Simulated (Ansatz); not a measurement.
Crystal: Sn.

```
Sn
1.0
     0.00000    3.23334    3.23334
     3.23334    0.00000    3.23334
     3.23334    3.23334    0.00000
Sn
2
Direct
  0.75000 0.75000 0.75000
  0.50000 0.50000 0.50000
```

This isn't the form of Sn at room conditions, which is tetragonal (white tin).

```yaml
Program: Ansatz 0.2.0
Task: single point
Functional: PBE
Potentials_or_basis: Ansatz PAW
Cutoff: "420 eV (not typed: the program's choice for these potentials)"
k_mesh: 7 × 7 × 7
Occupations: fermi-dirac, width 0.05 eV
Spin: no spin polarisation
```

On this cell: pressure 3.8 GPa; largest force zero by symmetry; band gap on the k mesh none (metal or under the smearing width).

The same run follows on a disturbed copy (atoms moved at random, drawn with an rms of 0.05 Å):

```
Sn
1.0
     0.00000    3.23334    3.23334
     3.23334    0.00000    3.23334
     3.23334    3.23334    0.00000
Sn
2
Direct
  0.75132 0.75902 0.76259
  0.49467 0.50900 0.50001
```

What does the disturbed cell give?

The energy (extrapolated to zero smearing) moves by +11.8 meV/atom; pressure 3.9 GPa; largest force 0.584 eV/Å; band gap on the k mesh none (metal or under the smearing width).

Forces on the atoms (eV/Å):
```
Sn  -0.303 -0.484 -0.123
Sn   0.303  0.484  0.123
```

Stress tensor (GPa, compression positive):
```
 3.95 -0.45 -1.52
-0.45  3.89 -0.97
-1.52 -0.97  3.99
```
